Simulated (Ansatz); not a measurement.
# Tantalum, diamond under revPBE: ground state and equation of state, part 1 of 2

What does revPBE give for tantalum in the diamond structure? We relax it, solve it on a dense k-mesh, then scale the cell to 7 volumes from 88 to 112 % of the relaxed one and try a fit of the equation of state. Spin polarisation is left out. The k-meshes are 9×9×9 for the relaxation; 15×15×15 for the dense run; 10×10×10 for the volumes.

This is Ta in the diamond structure; at room conditions it is bcc.

Method: DFT revPBE, plane waves (420 eV) with PAW, scalar-relativistic; PBE-made PAW files, in Ansatz 0.2.0.

**1. The structure to begin with**

It takes space group Fd-3m (No. 227, cubic). The conventional cell has a = 5.800 Å, b = 5.800 Å, c = 5.800 Å, α = 90.00°, β = 90.00°, γ = 90.00°. Ta (site symmetry -43m) is surrounded by 4 Ta at 2.51 Å.

Coordinates:

```
CELL_PARAMETERS angstrom
0.00000 2.89987 2.89987
2.89987 0.00000 2.89987
2.89987 2.89987 0.00000
ATOMIC_POSITIONS crystal
Ta 0.12500 0.12500 0.12500
Ta 0.87500 0.87500 0.87500
```

**2. Relaxation of the cell**

input.yaml reads:

```yaml
crystal:
  lattice:
    - [0.0, 2.8998653517, 2.8998653517]
    - [2.8998653517, 0.0, 2.8998653517]
    - [2.8998653517, 2.8998653517, 0.0]
  atoms:
    - { symbol: Ta, position: [0.125, 0.125, 0.125] }
    - { symbol: Ta, position: [0.875, 0.875, 0.875] }
hamiltonian:
  xc: revpbe
  pseudopotentials:
    kind: paw
    azcp:
      Ta: "pseudopotentials/Ta.paw.azcp"
basis:
  ecutwfc: 420
  fft_grid_basis: typed
kpoints:
  mp_grid: { grid: [9, 9, 9], shift: [0, 0, 0] }
magnetization:
  spin_polarized: false
scf:
  occupations: { method: fermi_dirac, width: 0.1 }
relax:
  max_steps: 60
  f_tol: 0.01
  cell: {}
```

Output (excerpt; [...] marks lines left out):

```text
Warning: RAYON_NUM_THREADS=2 ignored (pool sized by the plan → 2); use --threads N
[...]
Pseudopotentials: kind: paw
Pseudopotential: Ta, paw, valence charge 13, recommended cutoff 420 eV (normal), <dir>
Functional definition: revPBE
[...]
Crystal: 2 atoms, lattice volume = 48.771 Å³
Basis set: ecut = 420 eV, 941 PW (Γ), exchange–correlation on 60×60×60 points (8 copies of the dense FFT grid, shifted against one another)
Bands: 17, of which v1, the nominal top of the filled ones, is band 13 counted from 1 (12 counted from 0)
Symmetry: 48 space group operations
Space group: Fd-3m (ITA 227), of the structure as read, at distance tolerance 3.7e-5 Å
k-points: 35 of 729
[...]
SCF iter   1: F=—  HF=-19876.316515 eV  |F-HF|=—  |Δ(HF+E_count)|=         —  Δρ=7.37e-3  dr2=2.78e-2  ethr=1.77e-3  ⟨swp⟩=5.0  Hψ=2970  notcnv=0
[...]
relax step   1: F+E_penalty+E_count = -19876.31160981 eV  Δ(F+E_penalty+E_count) = +0.000e0 eV  max|allowed force component| = 3.701e-17 eV/Å  Δτ_max = 0.0000 Å  P = +15.384 GPa  Ω = 48.771 Å³  (6 SCF iters, dr2 threshold 1.00e-7 eV, accepted)
[...]
relax step   4: F+E_penalty+E_count = -19876.70149098 eV  Δ(F+E_penalty+E_count) = -2.706e-4 eV  max|allowed force component| = 8.327e-17 eV/Å  Δτ_max = 0.0000 Å  P = -0.000 GPa  Ω = 58.011 Å³  energy of the carried Pulay correction = -2.285e-3 eV  (4 SCF iters, dr2 threshold 2.00e-7 eV, accepted)
[...]
relax step   5: F+E_penalty+E_count = -19876.70533113 eV  Δ(F+E_penalty+E_count) = -3.840e-3 eV  max|allowed force component| = 9.252e-17 eV/Å  Δτ_max = 0.0000 Å  P = +0.044 GPa  Ω = 58.011 Å³  stress off target by 4.45e-2 GPa  SCF on the basis re-selected at this cell (its energy is not [...]
SCF converged after 6 iterations
Free energy (F): -19876.705331 eV
[...]
E sigma→0 (E₀):  -19876.638678 eV
Entropy (-TS):   -0.133305 eV (-66.653 meV/atom)
Fermi energy:    10.145753 eV
[...]
--- Forces (eV/Å), atoms counted from 1 ---
  atom   1  Ta    -0.00000000    -0.00000000    -0.00000000
  atom   2  Ta    -0.00000000     0.00000000     0.00000000
[...]
--- Stress (GPa, compression-positive) ---
        0.044482       0.000000       0.000000
        0.000000       0.044482      -0.000000
        0.000000      -0.000000       0.044482
  P = ⅓ Tr σ = 0.0445 GPa (0.445 kbar)
--- Relaxed structure (4 steps of the walk, 4 accepted, 1 SCFs on fresh bases) ---
  F+E_penalty+E_count = -19876.70533113 eV   max|allowed force component| = 9.252e-17 eV/Å   (the final SCF, on the basis selected at the relaxed cell)
  cell:  # Å, volume = 58.0114 Å³
    - [3.6750370785878986e-33, 3.0725185201005987, 3.0725185201005987]
    - [3.0725185201005987, 2.101840964949887e-34, 3.0725185201005987]
    - [3.0725185201005987, 3.0725185201005987, -1.8343339318424127e-33]
  atoms:
    - { symbol: Ta, position: [0.125, 0.125, 0.125] }
    - { symbol: Ta, position: [0.8749999999999999, 0.8749999999999999, 0.8749999999999999] }
```

Wall time 3.1 s (2 threads of Arm Neoverse V2, shared host); peak memory 0.34 GiB.

Step by step:

| step | energy change (meV/atom) | largest force (eV/Å) | pressure (GPa) | volume (Å³/atom) |
| --- | --- | --- | --- | --- |
| 1 | 0.00 | 0.0000 | 15.38 | 24.386 |
| 2 | -189.34 | 0.0000 | 2.16 | 28.129 |
| 3 | -194.81 | 0.0000 | 0.36 | 28.853 |
| 4 | -194.94 | 0.0000 | 0.00 | 29.006 |
| 5 | -196.86 | 0.0000 | 0.04 | 29.006 |

Steps that repeat a cell are solved on a basis chosen anew, so their changes of energy are no gain of the relaxation.

The cell of the run, before and after:

|  | before | after | change |
| --- | --- | --- | --- |
| a (Å) | 4.101 | 4.345 | +6.0 % |
| b (Å) | 4.101 | 4.345 | +6.0 % |
| c (Å) | 4.101 | 4.345 | +6.0 % |
| volume (Å³/atom) | 24.386 | 29.006 | +18.9 % |
| shortest distance (Å) | 2.511 | 2.661 | +6.0 % |
| space group (spins left aside) | Fd-3m | Fd-3m | same |

**3. Single point on a dense mesh**

input.yaml reads:

```yaml
crystal:
  lattice:
    - [0.0, 3.0725185201, 3.0725185201]
    - [3.0725185201, 0.0, 3.0725185201]
    - [3.0725185201, 3.0725185201, 0.0]
  atoms:
    - { symbol: Ta, position: [0.125, 0.125, 0.125] }
    - { symbol: Ta, position: [0.875, 0.875, 0.875] }
hamiltonian:
  xc: revpbe
  pseudopotentials:
    kind: paw
    azcp:
      Ta: "pseudopotentials/Ta.paw.azcp"
basis:
  ecutwfc: 420
  fft_grid_basis: typed
kpoints:
  mp_grid: { grid: [15, 15, 15], shift: [0, 0, 0] }
magnetization:
  spin_polarized: false
scf:
  occupations: { method: fermi_dirac, width: 0.1 }
output:
  write_density: true
  write_potential: true
  elf: true
  volumetric_format: npy
```

Output (excerpt; [...] marks lines left out):

```text
Warning: RAYON_NUM_THREADS=2 ignored (pool sized by the plan → 2); use --threads N
[...]
[... 3 set-up lines as earlier in the session ...]
[...]
Crystal: 2 atoms, lattice volume = 58.011 Å³
Basis set: ecut = 420 eV, 1139 PW (Γ)
Bands: 17, of which v1, the nominal top of the filled ones, is band 13 counted from 1 (12 counted from 0)
[... 1 set-up line as earlier in the session ...]
Space group: Fd-3m (ITA 227), of the structure as read, at distance tolerance 3.9e-5 Å
k-points: 120 of 3375
[...]
SCF iter   1: F=—  HF=-19876.704821 eV  |F-HF|=—  |Δ(HF+E_count)|=         —  Δρ=5.74e-3  dr2=1.85e-2  ethr=1.77e-3  ⟨swp⟩=4.9  Hψ=9965  notcnv=0
[...]
SCF iter   6: F=-19876.705007 eV  HF=-19876.705007 eV  |F-HF|=9.63e-9  |Δ(HF+E_count)|=   4.50e-7  Δρ=3.25e-6  dr2=3.28e-9  ethr=3.85e-10  ⟨swp⟩=4.0  Hψ=6262  notcnv=0
[...]
SCF converged after 6 iterations
Free energy (F): -19876.705007 eV
[...]
E sigma→0 (E₀):  -19876.638317 eV
Entropy (-TS):   -0.133380 eV (-66.690 meV/atom)
Fermi energy:    10.143686 eV
[...]
--- Band table (eV; the first three rows and the last of 120) ---
  k-point 0: bands = ["-57.1546", "-56.9150", "-23.9848", "-23.9848", "-23.9848", "-23.2308", "-23.2308", "-23.2308", "4.6282", "9.2342", "9.2342", "9.8423", "9.8423", "9.8423", "12.1165", "12.1165", "12.1165"]
[...]
```

Wall time 2.4 s (2 threads of Arm Neoverse V2, shared host); peak memory 0.37 GiB.

The maps below are laid out on this run's own conventional cell (a, b, c = 6.145, 6.145, 6.145 Å).

Density in a lattice plane of the grid's cell (edges 6.15 and 6.15 Å, at 0.125 of the third edge), which holds Ta.

Ten even steps from ' ' (0.03 e/Å³) to '@' (4.26 e/Å³):
```
      ..                                        
                                                
                                                
                              ..                
                          ::--==--::            
                        ::**%%@@%%**::          
                      ..==%%@@%%@@%%==..        
                      ..==%%@@%%@@%%==..        
                        ::**%%@@%%**::          
                          ::--==--::            
                              ..                
                                                
                                                
      ..                                        
  ::--==--::                                    
::**%%@@%%**::                                  
==%%@@%%@@%%==..                              ..
==%%@@%%@@%%==..                              ..
::**%%@@%%**::                                  
  ::--==--::                                    
```
Columns run along the first of these edges and rows up along the second, over one cell in 24 and 20 even steps from the bottom left corner. Atoms in the plane (fractional): Ta at (0.12, 0.12), Ta at (0.62, 0.62).

ELF in the same plane.

Ten even steps from '0' (0.08) to '9' (0.67):
```
322222355432222222223455
532223554333443334433345
443334433345532223554333
222222223455322222355432
111111123543357875234532
100000123432699899623432
100000123312894049821332
100000123312894049821332
100000123432699899623432
111111123543357875334532
222222223455322222355432
443334433345532223554333
532223554333443334433345
322222355432222222223455
357875234532111111123543
699899623432100000123432
894049821332100000123312
894049821332100000123312
699899623432100000123432
357875334532111111123543
```
Columns run along the first of these edges and rows up along the second, over one cell in 24 and 20 even steps from the bottom left corner. Atoms in the plane (fractional): Ta at (0.12, 0.12), Ta at (0.62, 0.62).

Both are smooth fields of the valence electrons: close to the nuclei they are not physical.

Maxima of ELF outside the ion cores: 0.46 between the atoms, 1.4 Å from Ta.

**4. Volume × 0.88**

input.yaml reads:

```yaml
crystal:
  lattice:
    - [0.0, 2.9443452497, 2.9443452497]
    - [2.9443452497, 0.0, 2.9443452497]
    - [2.9443452497, 2.9443452497, 0.0]
  atoms:
    - { symbol: Ta, position: [0.125, 0.125, 0.125] }
    - { symbol: Ta, position: [0.875, 0.875, 0.875] }
hamiltonian:
  xc: revpbe
  pseudopotentials:
    kind: paw
    azcp:
      Ta: "pseudopotentials/Ta.paw.azcp"
basis:
  ecutwfc: 420
  fft_grid_basis: typed
kpoints:
  mp_grid: { grid: [10, 10, 10], shift: [0, 0, 0] }
magnetization:
  spin_polarized: false
scf:
  occupations: { method: fermi_dirac, width: 0.1 }
  lower_state_search: "off"
output:
  stress: true
```

Output (excerpt; [...] marks lines left out):

```text
Warning: RAYON_NUM_THREADS=2 ignored (pool sized by the plan → 2); use --threads N
[...]
[... 3 set-up lines as earlier in the session ...]
[...]
Crystal: 2 atoms, lattice volume = 51.050 Å³
Basis set: ecut = 420 eV, 965 PW (Γ)
Bands: 17, of which v1, the nominal top of the filled ones, is band 13 counted from 1 (12 counted from 0)
[... 2 set-up lines as earlier in the session ...]
k-points: 47 of 1000
[...]
SCF iter   1: F=—  HF=-19876.498694 eV  |F-HF|=—  |Δ(HF+E_count)|=         —  Δρ=6.87e-3  dr2=2.47e-2  ethr=1.77e-3  ⟨swp⟩=5.0  Hψ=3989  notcnv=0
[...]
SCF iter   6: F=-19876.495180 eV  HF=-19876.495180 eV  |F-HF|=5.62e-9  |Δ(HF+E_count)|=   4.57e-7  Δρ=3.57e-6  dr2=3.46e-9  ethr=3.85e-10  ⟨swp⟩=4.7  Hψ=2585  notcnv=0
[...]
SCF converged after 6 iterations
Free energy (F): -19876.495180 eV
[...]
E sigma→0 (E₀):  -19876.433254 eV
Entropy (-TS):   -0.123851 eV (-61.926 meV/atom)
Fermi energy:    12.019536 eV
[...]
--- Stress (GPa, compression-positive) ---
       10.544563       0.000000       0.000000
       -0.000000      10.544563      -0.000000
       -0.000000      -0.000000      10.544563
  P = ⅓ Tr σ = 10.5446 GPa (105.446 kbar)
```

Run time: 0.88 s. Hardware: 2 threads of Arm Neoverse V2, shared host; peak memory 0.32 GiB.

(Continued in part 2 of 2.)
